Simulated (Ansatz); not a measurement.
# AlGa3N4: the cost of one run

Method: DFT r2SCAN, scalar-relativistic, plane waves, PAW, in Ansatz 0.2.0.

1 further run of the same task is left out (set aside as unsound or not needed).

## 1. The system as given

It takes space group P-43m (No. 215, cubic). Conventional cell: a = 4.465 Å, b = 4.465 Å, c = 4.465 Å, α = 90.00°, β = 90.00°, γ = 90.00°. Al (site symmetry -43m) is surrounded by 4 N at 1.89 Å. Ga (site symmetry -42m) is surrounded by 4 N at 1.95 Å. Around N (site symmetry 3m) lie 1 Al at 1.89 Å and 3 Ga at 1.95 Å.

Coordinates:

```xyz
8
Lattice="4.4653 0.0000 0.0000 0.0000 4.4653 0.0000 0.0000 0.0000 4.4653" Properties=species:S:1:pos:R:3 pbc="T T T"
Al    0.0000    0.0000    0.0000
Ga    2.2327    2.2327    0.0000
Ga    2.2327    0.0000    2.2327
Ga    0.0000    2.2327    2.2327
N     3.3729    3.3729    1.0924
N     3.3729    1.0924    3.3729
N     1.0924    3.3729    3.3729
N     1.0924    1.0924    1.0924
```

It goes back to an entry of the Materials Project, which need not be the stable form.

This cell was relaxed beforehand with the same method: volume 11.13 Å³/atom, gap on the mesh 2.82 eV.

## 2. Zero of energy

Reference values: F = -13457.5507 eV; pressure 0.01 GPa; largest force 0.001 eV/Å; gap on the mesh 2.82 eV. It was computed beforehand with the settings of the runs below.

## 3. Harmonic modes of this cell

Contents of input.yaml:

```yaml
crystal:
  lattice:
    - [4.4653444481, 0.0, 0.0]
    - [0.0, 4.4653444481, 0.0]
    - [0.0, 0.0, 4.4653444481]
  atoms:
    - { symbol: Al, position: [0.0, 0.0, 0.0] }
    - { symbol: Ga, position: [0.5, 0.5, 0.0] }
    - { symbol: Ga, position: [0.5, 0.0, 0.5] }
    - { symbol: Ga, position: [0.0, 0.5, 0.5] }
    - { symbol: "N", position: [0.755351055, 0.755351055, 0.244648945] }
    - { symbol: "N", position: [0.755351055, 0.244648945, 0.755351055] }
    - { symbol: "N", position: [0.244648945, 0.755351055, 0.755351055] }
    - { symbol: "N", position: [0.244648945, 0.244648945, 0.244648945] }
basis:
  ecutwfc: 500
kpoints:
  mp_grid: { grid: [6, 6, 6] }
hamiltonian:
  xc: r2scan
scf:
  occupations: { method: gaussian, width: 0.05 }
output:
  eigenvalues: true
phonons:
  method: fd
  supercell: [1, 1, 1]
  amplitude: 0.02
  eigenvectors: true
  dielectric: false
```

Launch:

```
$ ansatz run input.yaml --threads 2 --pin off --max-ram 5120MiB --backend cpu --events-out ev --progress --plain --runs-dir out
```

Q: Estimate wall time and peak memory on 2 threads of Arm Neoverse V1, shared host.

About 2.9 min, with a peak of 1.1 GiB.
